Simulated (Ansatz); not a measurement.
# CoO (Fm-3m) in Ansatz: a series of runs

The runs below take CoO through band structure, with RPBE, revPBE, BLYP.

All numbers are computed with Ansatz 0.2.0; they aren't measurements. Logs are shortened: lines on timing, memory, paths and dates and some standing lists are left out, and cuts for length are marked.

## (1) Starting point

The structure is cubic, space group Fm-3m (No. 225). The conventional cell has a = 4.263 Å, b = 4.263 Å, c = 4.263 Å, α = 90.00°, β = 90.00°, γ = 90.00°. Co (site symmetry m-3m) is surrounded by 6 O at 2.13 Å. O (site symmetry m-3m) has 6 Co at 2.13 Å as nearest neighbours.

## (2) Band structure, RPBE, collinear spin, ferromagnetic start

Input file input.yaml:

```yaml
crystal:
  lattice:
    - [0.0, 2.1315, 2.1315]
    - [2.1315, 0.0, 2.1315]
    - [2.1315, 2.1315, 0.0]
  atoms:
    - { symbol: Co, position: [0.0, 0.0, 0.0], spin: 2.0 }
    - { symbol: O, position: [0.5, 0.5, 0.5] }
hamiltonian:
  xc: rpbe
  pseudopotentials: { kind: paw }
magnetization:
  spin_polarized: true
kpoints:
  mp_grid: { grid: [11, 11, 11] }
  band_path:
    path:
      - [[0.0, 0.0, 0.0], [0.5, 0.0, 0.5], [0.5, 0.25, 0.75], [0.375, 0.375, 0.75], [0.0, 0.0, 0.0], [0.5, 0.5, 0.5], [0.625, 0.25, 0.625], [0.5, 0.25, 0.75], [0.5, 0.5, 0.5], [0.375, 0.375, 0.75]]
      - [[0.625, 0.25, 0.625], [0.5, 0.0, 0.5]]
    npoints: 14
scf:
  occupations: { method: fermi_dirac, width: 0.05 }
  n_extra_bands: 6
output:
  forces: true
  stress: true
  eigenvalues: true
  fatbands: false
```

Potentials or basis: Ansatz PAW.

Launch:

```console
> ansatz run input.yaml --threads 2 --pin off --max-ram 5632MiB --backend cpu --events-out ev --progress --plain --runs-dir out
```

Standard output:

```text
Warning: RAYON_NUM_THREADS=2 ignored (pool sized by the plan → 2); use --threads N
scf.n_extra_bands = 6 over 12 filled bands (N_el = 23.0): the run solves 18 bands
Engine: ansatz 0.2.0, aarch64-unknown-linux-gnu
Pseudopotentials: kind: paw
Pseudopotential: Co, paw, valence charge 17, recommended cutoff 420 eV (normal), Co.paw.azcp
Pseudopotential: O, paw, valence charge 6, recommended cutoff 420 eV (normal), O.paw.azcp
Functional definition: RPBE
  parameter kappa = 0.804
  parameter beta = 0.06672455060314922
  exchange = rpbe_x(kappa = kappa, mu = beta*pi^2/3)
  correlation = pbe_c(beta = beta)
Crystal: 2 atoms, lattice volume = 19.368 Å³
Basis set: ecut = 420 eV, 339 PW (Γ), exchange–correlation on 48×48×48 points (8 copies of the dense FFT grid, shifted against one another)
Bands: 18, of which v1, the nominal top of the filled ones, is band 12 counted from 1 (11 counted from 0)
Symmetry: 48 space group operations
Space group: Fm-3m (ITA 225), of the structure as read, at distance tolerance 2.7e-5 Å
Magnetic group: BNS 225.116 (UNI 1618), of the structure as read, at distance tolerance 2.7e-5 Å
k-points: 56 of 1331
Non-local potential: Co, projectors of the file, l = 0: 3, l = 1: 2, l = 2: 3, l = 3: 1
Non-local potential: O, projectors of the file, l = 0: 2, l = 1: 2, l = 2: 1
PAW form: soft (Blöchl's): semilocal exchange-correlation on the pseudo side does not see the compensation charge
PAW frozen core: Co, regenerated for the run's functional, and the local potential with it (the file was generated under x = pbe(κ = 0.804, μ = 0.2195149727645171), c = pbe(β = 0.06672455060314922))
PAW frozen core: O, regenerated for the run's functional, and the local potential with it (the file was generated under x = pbe(κ = 0.804, μ = 0.2195149727645171), c = pbe(β = 0.06672455060314922))
PAW one-centre angular grid: Co, 590 points (default); XC on 64 Gauss nodes
PAW one-centre angular grid: O, 110 points (default); XC on 64 Gauss nodes
Initial density: superposition of atomic densities (chi_scale 0.1, normalization cell, long waves kept (reshape's long-wave potential 0.00 eV rms))
Starting moments: Σ|m| = 2 μB on 1 of 2 sites
Initial wavefunctions: pseudopotential atomic-orbital guess
Functional: x = rpbe, c = pbe(β = 0.06672455060314922)
SCF iter   1: F=—  HF=-5697.852282 eV  |F-HF|=—  |Δ(HF+E_count)|=         —  Δρ=1.19e-1 (↑1.19e-1 ↓9.92e-2)  dr2=6.26e0  dr2_m=1.64e-1  M=2.122 μB ∫|m|=2.122 μB  β_m=0.30  ethr=3.10e-3  ⟨swp⟩=5.7  Hψ=8778  notcnv=0
Mixer restart at iter 1: flushing history
preconditioner: auto → none  [metal: Δε(μ)=0.008 eV  Ē_g=14.879 eV  σ=0.050 eV  W_gap=0.04  n_scr=8 (ndim 8)  ℏωp=32.7 eV  f_vac=0.000  D(μ)=5.16/eV (n_scr^D=112)  sad-step TF]
SCF iter   2: F=—  HF=-5698.547462 eV  |F-HF|=—  |Δ(HF+E_count)|=   6.95e-1  Δρ=9.70e-2 (↑9.70e-2 ↓7.32e-2)  dr2=5.03e-1  dr2_m=1.14e0  M=2.765 μB ∫|m|=2.766 μB  β_m=0.37  ethr=3.10e-3  ⟨swp⟩=3.0  Hψ=4944  notcnv=0  defer=110
SCF iter   3: F=—  HF=-5698.797121 eV  |F-HF|=—  |Δ(HF+E_count)|=   2.50e-1  Δρ=8.72e-2 (↑6.40e-2 ↓8.72e-2)  dr2=1.62e-1  dr2_m=9.41e-1  M=2.984 μB ∫|m|=2.987 μB  β_m=0.35  ethr=2.19e-3  ⟨swp⟩=2.0  Hψ=3460  notcnv=0  defer=111
SCF iter   4: F=—  HF=-5698.583722 eV  |F-HF|=—  |Δ(HF+E_count)|=         —  Δρ=3.30e-2 (↑3.30e-2 ↓3.08e-2)  dr2=1.54e-1  dr2_m=1.32e-1  M=2.808 μB ∫|m|=2.815 μB  β_m=0.69  ethr=7.06e-4  ⟨swp⟩=2.2  Hψ=3877  notcnv=0  defer=115
Mixer restart at iter 4: flushing history
SCF iter   5: F=—  HF=-5698.752724 eV  |F-HF|=—  |Δ(HF+E_count)|=   1.69e-1  Δρ=4.80e-2 (↑2.32e-2 ↓4.80e-2)  dr2=3.66e-1  dr2_m=1.29e-1  M=2.988 μB ∫|m|=3.002 μB  β_m=0.66  ethr=6.71e-4  ⟨swp⟩=3.4  Hψ=4427  notcnv=0  defer=114
SCF iter   6: F=—  HF=-5698.791796 eV  |F-HF|=—  |Δ(HF+E_count)|=   3.91e-2  Δρ=1.84e-2 (↑1.84e-2 ↓1.20e-2)  dr2=9.04e-2  dr2_m=7.68e-3  M=2.875 μB ∫|m|=2.889 μB  β_m=0.62  ethr=6.71e-4  ⟨swp⟩=3.4  Hψ=4919  notcnv=0  defer=116
SCF iter   7: F=—  HF=-5698.794809 eV  |F-HF|=—  |Δ(HF+E_count)|=   3.01e-3  Δρ=8.79e-3 (↑4.26e-3 ↓8.79e-3)  dr2=1.31e-2  dr2_m=2.49e-3  M=2.926 μB ∫|m|=2.943 μB  β_m=0.51  ethr=3.93e-4  ⟨swp⟩=2.5  Hψ=4285  notcnv=0  defer=121
SCF iter   8: F=—  HF=-5698.790356 eV  |F-HF|=—  |Δ(HF+E_count)|=   4.45e-3  Δρ=3.53e-3 (↑1.45e-3 ↓3.53e-3)  dr2=1.13e-3  dr2_m=7.11e-4  M=2.944 μB ∫|m|=2.963 μB  β_m=0.76  ethr=5.70e-5  ⟨swp⟩=2.1  Hψ=2940  notcnv=0  defer=121
SCF iter   9: F=—  HF=-5698.789926 eV  |F-HF|=—  |Δ(HF+E_count)|=   4.29e-4  Δρ=4.86e-4 (↑3.80e-4 ↓4.86e-4)  dr2=1.05e-4  dr2_m=8.13e-7  M=2.952 μB ∫|m|=2.971 μB  β_m=0.82  ethr=4.93e-6  ⟨swp⟩=1.5  Hψ=2450  notcnv=0  defer=121
SCF iter  10: F=—  HF=-5698.789918 eV  |F-HF|=—  |Δ(HF+E_count)|=   8.04e-6  Δρ=1.19e-4 (↑6.85e-5 ↓1.19e-4)  dr2=9.36e-7  dr2_m=1.34e-6  M=2.953 μB ∫|m|=2.973 μB  β_m=0.91  ethr=4.58e-7  ⟨swp⟩=2.0  Hψ=2693  notcnv=0  defer=121
SCF iter  11: F=—  HF=-5698.789938 eV  |F-HF|=—  |Δ(HF+E_count)|=   2.01e-5  Δρ=3.09e-5 (↑3.09e-5 ↓1.90e-5)  dr2=6.45e-8  dr2_m=9.59e-8  M=2.954 μB ∫|m|=2.973 μB  β_m=0.91  ethr=4.07e-9  ⟨swp⟩=1.8  Hψ=2849  notcnv=0  defer=121
SCF iter  12: F=—  HF=-5698.789938 eV  |F-HF|=—  |Δ(HF+E_count)|=   1.10e-8  Δρ=4.61e-6 (↑2.32e-6 ↓4.61e-6)  dr2=1.72e-9  dr2_m=1.91e-9  M=2.954 μB ∫|m|=2.973 μB  β_m=0.95  ethr=2.80e-10  ⟨swp⟩=2.0  Hψ=3014  notcnv=0  defer=121
SCF iter  13: F=-5698.789938 eV  HF=-5698.789938 eV  |F-HF|=9.37e-11  |Δ(HF+E_count)|=  5.91e-11  Δρ=5.55e-7 (↑3.58e-7 ↓5.55e-7)  dr2=1.12e-10  dr2_m=4.68e-12  M=2.954 μB ∫|m|=2.973 μB  ethr=7.48e-12  ⟨swp⟩=6.2  Hψ=7454  notcnv=0
SCF 1 converged in 13 iterations: F = -5698.789938 eV  dr2 = 1.12e-10
Symmetry: 12 space group operations
k-points: 146 of 1331
Initial density: read from a saved state, or passed on in memory by an earlier SCF of this step, an earlier step, the calling program or the single point that the run made first
Starting moments: Σ|m| = 2 μB on 1 of 2 sites; this step starts from the density that it was given
iter 1 solved again at ethr=1.73e-10 eV; its pass at ethr=4.35e-6 eV (dr2=3.98e-8 eV) is discarded
SCF iter   1: F=—  HF=-5698.789938 eV  |F-HF|=—  |Δ(HF+E_count)|=         —  Δρ=5.63e-7 (↑3.58e-7 ↓5.63e-7)  dr2=1.13e-10  dr2_m=4.63e-12  M=2.954 μB ∫|m|=2.973 μB  ethr=1.73e-10  ⟨swp⟩=1.0  Hψ=49093  notcnv=0
preconditioner: auto → none  [metal: Δε(μ)=0.005 eV  Ē_g=15.444 eV  σ=0.050 eV  W_gap=0.02  n_scr=8 (ndim 8)  ℏωp=32.7 eV  f_vac=0.000  D(μ)=4.07/eV (n_scr^D=64)]
SCF iter   2: F=—  HF=-5698.793809 eV  |F-HF|=—  |Δ(HF+E_count)|=   3.87e-3  Δρ=6.00e-3 (↑2.32e-3 ↓6.00e-3)  dr2=7.35e-3  dr2_m=7.18e-4  M=2.961 μB ∫|m|=2.978 μB  ethr=4.35e-6  ⟨swp⟩=1.0  Hψ=29989  notcnv=0
SCF iter   3: F=—  HF=-5698.792459 eV  |F-HF|=—  |Δ(HF+E_count)|=   1.35e-3  Δρ=8.32e-4 (↑4.63e-4 ↓8.32e-4)  dr2=1.21e-4  dr2_m=9.91e-6  M=2.943 μB ∫|m|=2.960 μB  ethr=4.35e-6  ⟨swp⟩=1.0  Hψ=16619  notcnv=0
SCF iter   4: F=—  HF=-5698.792421 eV  |F-HF|=—  |Δ(HF+E_count)|=   3.79e-5  Δρ=8.12e-5 (↑2.49e-5 ↓8.12e-5)  dr2=8.52e-7  dr2_m=3.80e-7  M=2.944 μB ∫|m|=2.960 μB  ethr=8.93e-7  ⟨swp⟩=1.0  Hψ=11680  notcnv=0
this SCF's setup event announced max_iter 4: a cap that the engine derives, which gives way to 153 iterations because this look along open shells stands lower than the state that it set out from. From here on the SCF can send more iterations than it announced.
SCF iter   5: F=-5698.792421 eV  HF=-5698.792421 eV  |F-HF|=3.76e-9  |Δ(HF+E_count)|=   1.25e-7  Δρ=4.18e-6 (↑4.18e-6 ↓2.64e-6)  dr2=2.57e-9  dr2_m=5.60e-10  M=2.944 μB ∫|m|=2.960 μB  ethr=4.35e-10  ⟨swp⟩=1.4  Hψ=11890  notcnv=0
SCF iter   6: F=-5698.792421 eV  HF=-5698.792421 eV  |F-HF|=3.66e-9  |Δ(HF+E_count)|=  1.29e-10  Δρ=4.15e-6 (↑4.15e-6 ↓2.63e-6)  dr2=2.51e-9  dr2_m=5.66e-10  M=2.944 μB ∫|m|=2.960 μB  ethr=1.12e-11  ⟨swp⟩=1.0  Hψ=17147  notcnv=0
SCF 2 converged in 6 iterations: F = -5698.792421 eV  dr2 = 2.51e-9
Initial wavefunctions: those read from a saved state, or passed on in memory by an earlier step or the calling program
iter 1 solved again at ethr=1.10e-11 eV; its pass at ethr=3.10e-3 eV (dr2=2.52e-9 eV) is discarded
SCF iter   1: F=—  HF=-5698.792421 eV  |F-HF|=—  |Δ(HF+E_count)|=         —  Δρ=4.15e-6 (↑4.15e-6 ↓2.63e-6)  dr2=2.51e-9  dr2_m=5.66e-10  M=2.944 μB ∫|m|=2.960 μB  β_m=0.30  ethr=1.10e-11  ⟨swp⟩=1.1  Hψ=24438  notcnv=0
preconditioner: auto → none  [metal: Δε(μ)=0.007 eV  Ē_g=15.515 eV  σ=0.050 eV  W_gap=0.04  n_scr=8 (ndim 8)  ℏωp=32.7 eV  f_vac=0.000  D(μ)=2.21/eV (n_scr^D=26)]
SCF iter   2: F=-5698.792421 eV  HF=-5698.792421 eV  |F-HF|=1.08e-9  |Δ(HF+E_count)|=  7.71e-10  Δρ=4.00e-6 (↑1.83e-6 ↓4.00e-6)  dr2=1.81e-9  dr2_m=1.28e-9  M=2.944 μB ∫|m|=2.960 μB  ethr=1.09e-11  ⟨swp⟩=3.7  Hψ=15388  notcnv=0
SCF 3 converged in 2 iterations: F = -5698.792421 eV  dr2 = 1.81e-9
NSCF: frozen V_eff on 142 k-points
SCF converged after 2 iterations
Magnetization: 2.9436 μB (12.9718 up, 10.0282 down)
Absolute magnetization: 2.9599 μB (∫|ρ↑−ρ↓|, with the PAW one-centre terms)
Spin contamination: 0.0075 ħ² per cell (⟨S²⟩ above its minimum at these occupations)
Per-site moments (μB) at R_I (Å): [(2.5102652060118222, 0.87924375), (0.31075684340394183, 0.87924375)]
Free energy (F): -5698.792421 eV
Harris-Foulkes:  -5698.792421 eV  (|F-HF|=1.08e-9)
Internal energy: -5698.773818 eV  (E = F + TS)
E sigma→0 (E₀):  -5698.783119 eV
Entropy (-TS):   -0.018602 eV (-9.301 meV/atom)
Fermi energy:    14.025219 eV
--- Per-component energies (eV) ---
  E_band       = -303.360875
  E_kinetic    = 617.684418
  E_local      = -3437.814835  (includes V_loc(G=0)·N_el)
  E_nonlocal   = 513.643557
  E_hartree    = 1413.034568
  E_xc         = -229.253261
  E_vxc        = -293.954982  (∫ρ·V_xc dr)
  E_paw        = -1683.938483  (= ΣΔE_a)
  E_vpaw       = -528.992367  (= ΣTr[D̂ρ^β])
  E_aug_tail   = 0.002505  (compensation charges beyond the density's cutoff)
  E_ewald      = -2892.065066
  E_core_change = -0.067221  (= ΣΔE_core)
  E_smearing   = -0.018602  (= −TS)
  E_closure    = 0.000000  (closes the sum)
  Σ components = -5698.792421   (vs F -5698.792421, Δ=0.00e0)
--- Forces (eV/Å), atoms counted from 1 ---
  atom   1  Co     0.00000000     0.00000000    -0.00000000
  atom   2  O      0.00000000    -0.00000000     0.00000000
  max |Σ_I F_I| component: 1.47e-29 eV/Å
--- Stress (GPa, compression-positive) ---
        5.883822      -0.798155       0.798155
       -0.798155       5.883822      -0.798155
        0.798155      -0.798155       5.883822
  P = ⅓ Tr σ = 5.8838 GPa (58.838 kbar)
--- Band table (eV; the first three rows and the last of 292) ---
  k-point 0 ↑: bands = ["-83.0426", "-46.5564", "-46.0817", "-46.0817", "-6.2845", "10.3594", "10.6916", "10.6916", "10.8412", "10.8883", "10.8883", "11.1448", "11.1448", "14.9415", "30.7775", "31.8742", "32.1039", "32.1039"]
  k-point 1 ↑: bands = ["-83.0424", "-46.5571", "-46.0844", "-46.0821", "-6.1998", "9.9084", "9.9879", "10.0098", "10.5153", "11.1057", "11.4197", "11.6187", "11.7189", "15.5298", "29.1525", "31.6046", "31.7948", "32.8100"]
  k-point 2 ↑: bands = ["-83.0417", "-46.5589", "-46.0915", "-46.0832", "-5.9640", "8.7498", "9.1891", "9.2596", "10.6306", "11.2661", "11.6362", "12.4392", "12.5296", "16.7383", "26.9775", "30.5212", "30.6726", "33.2043"]
  k-point 145 ↓: bands = ["-79.9193", "-43.3158", "-43.1339", "-43.1320", "-4.4074", "8.0498", "8.1725", "9.6780", "13.1798", "14.0239", "14.2230", "15.2308", "15.8832", "22.5154", "24.0090", "24.2813", "29.6241", "32.4607"]
```

It took 16 s on 2 threads of Arm Neoverse V2, shared host; peak memory 0.55 GiB.

The run converged, but a check on its numbers failed (symmetry, net force, bounds or a known fault of this set-up), so they aren't taken as properties of the crystal.

Caveat: the result breaks the symmetry of the cell; the pressure holds a Pulay correction of +0.7 GPa for the finite cutoff; a cell with one magnetic atom can't hold antiferromagnetic order, which such compounds often take; semilocal functionals often make such compounds metallic where correlation or magnetic order opens a gap, which also shifts bond lengths; the PAW data sets come from PBE, with cores solved anew for the run's functional, which leaves a small shift of forces and pressure.

(Continued in part 2 of 2.)
